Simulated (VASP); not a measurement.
Runs of VASP 6.6.1 on BAs. Symmetry: F-43m, No. 216, cubic system. The conventional cell has a = 4.777 Å, b = 4.777 Å, c = 4.777 Å, α = 90.00°, β = 90.00°, γ = 90.00°. Around As (site symmetry -43m) lie 4 B at 2.07 Å. B (site symmetry -43m) is surrounded by 4 As at 2.07 Å. 

```csv
task,level,potentials or basis,spin,cell,k mesh,cutoff (eV),smearing,gap on the mesh (eV),pressure (GPa),relaxed volume (Å³/atom)
band structure,PBE,"VASP PAW PBE potentials, release 64 (As, B)",off,as given,10 × 10 × 10,520,fermi-dirac 0.05 eV,1.18,-,-
band structure,AM05,"VASP PAW PBE potentials, release 64 (As, B)",off,as given,10 × 10 × 10,520,fermi-dirac 0.05 eV,1.11,-,-
band structure,PBE,"VASP PAW PBE potentials, release 64 (As, B)","SOC, no magnetisation",as given,7 × 7 × 7,520,fermi-dirac 0.05 eV,-,3.4,-
relaxation of cell and atoms,PBEsol,"VASP PAW PBE potentials, release 64 (As, B)",off,relaxed,10 × 10 × 10,600,fermi-dirac 0.05 eV,1.08,0.1,-
relaxation of cell and atoms,LDA,"VASP PAW LDA potentials, release 64 (As, B)",off,relaxed,10 × 10 × 10,600,fermi-dirac 0.05 eV,1.10,0.0,(a)
single point,PBE,"VASP PAW PBE potentials, release 64 (As, B)",off,as given,10 × 10 × 10,520,gaussian 0.011 eV,1.18,3.4,-
band structure,PBEsol,"VASP PAW PBE potentials, release 64 (As, B)",off,as given,10 × 10 × 10,520,fermi-dirac 0.05 eV,1.08,-,-
relaxation of cell and atoms,PW91,"VASP PAW PBE potentials, release 64 (As, B)",off,relaxed,10 × 10 × 10,600,fermi-dirac 0.05 eV,(b),0.0,13.99
band structure,LDA,"VASP PAW LDA potentials, release 64 (As, B)",off,as given,10 × 10 × 10,520,fermi-dirac 0.05 eV,1.12,-,-
relaxation of cell and atoms,AM05,"VASP PAW PBE potentials, release 64 (As, B)",off,relaxed,10 × 10 × 10,600,fermi-dirac 0.05 eV,1.11,0.1,13.60
relaxation of cell and atoms,PBE,"VASP PAW PBE potentials, release 64 (As, B)",off,relaxed,10 × 10 × 10,600,fermi-dirac 0.05 eV,1.20,0.0,13.97
```

Problem. Fill in the values left out.

Solution. (a) 13.33; (b) 1.22.

Caveats: the PAW data sets were made with another functional, which shifts forces and pressure a little (some runs); the relaxation stopped at its first step, so nothing moved (some runs).

A k mesh can miss the band edges, and rows without SOC leave out spin-orbit coupling on As.
